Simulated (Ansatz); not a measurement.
**Ta: energy along a strain**

Ta, Im-3m, a = 3.303 Å (as given, not relaxed at this level: 3.1 GPa). Ansatz: PBE, PAW, 420 eV, Γ-centred 20×20×20 mesh on 1 atom, Gaussian smearing 0.15 eV; no spin polarisation. Cell vectors (Å): -1.651 1.651 1.651; 1.651 -1.651 1.651; 1.651 1.651 -1.651. The cell is strained by x per cent times the pattern (1 1 0 0 0 0) in the order xx yy zz yz xz xy (engineering shears), with fractional coordinates held. y is the free energy over the start, V0 = 18.010 Å³/atom.

```tsv
x (%)	y (meV/atom)
-6.00	?
-4.50	146.09
-3.00	70.37
-1.50	22.50
0.00	0.00
1.50	0.50
3.00	21.37
4.50	60.08
5.25	85.42
6.00	114.44
```

Task: Fit y = c1 x + c2 x² + c3 x³ to the other rows, get the stiffness along the pattern, and predict the missing energy.

Result: Least squares on the rows shown. y = −7.0686 x + 5.0919 x² − 0.12270 x³. The clamped-ion stiffness p·C·p = 2 × 50.92 eV × 160.2 / 18.010 Å³ = 906 GPa (second derivative at the start, which stands under stress). At x = -6.00 the fit asked for gives 252.22 meV/atom. The run gave 252.65 meV/atom, so the fit is 0.43 meV/atom too low, 0.17 % of the span of the series, against an rms of 0.05 meV/atom on the fitted rows. The row lies outside the fitted range. With a term in x⁴ added, a fit to the same known rows predicts 252.26 meV/atom, no real gain.

Spin–orbit coupling is left out, which can shift energies with elements as heavy as these.

The energy falls at first on in-plane expansion and rises steeply on compression, as expected for a cell held slightly below its PBE equilibrium volume. The linear term reflects that residual pressure, while the negative cubic term is genuine anharmonicity: shortening the Ta–Ta contacts raises the kinetic energy and core-overlap repulsion faster than the broadening 5d band can repay in cohesion, whereas stretching softens the bonds.

With one atom on an inversion centre, homogeneous strain leaves no internal displacement to relax, so the clamped-ion stiffness of 906 GPa is also the relaxed-ion value. For a cubic crystal it equals twice the sum of C11 and C12, mixing volume change with tetragonal shear, so neither constant follows separately. Because the third axis is held fixed, it is also not the softer biaxial response of a film free to contract along its normal.

The miss at -6.00 is small but well above the fitting residual, and the quartic term barely reduces it; this suggests higher-order strain dependence or slight numerical non-smoothness, which this series cannot separate.
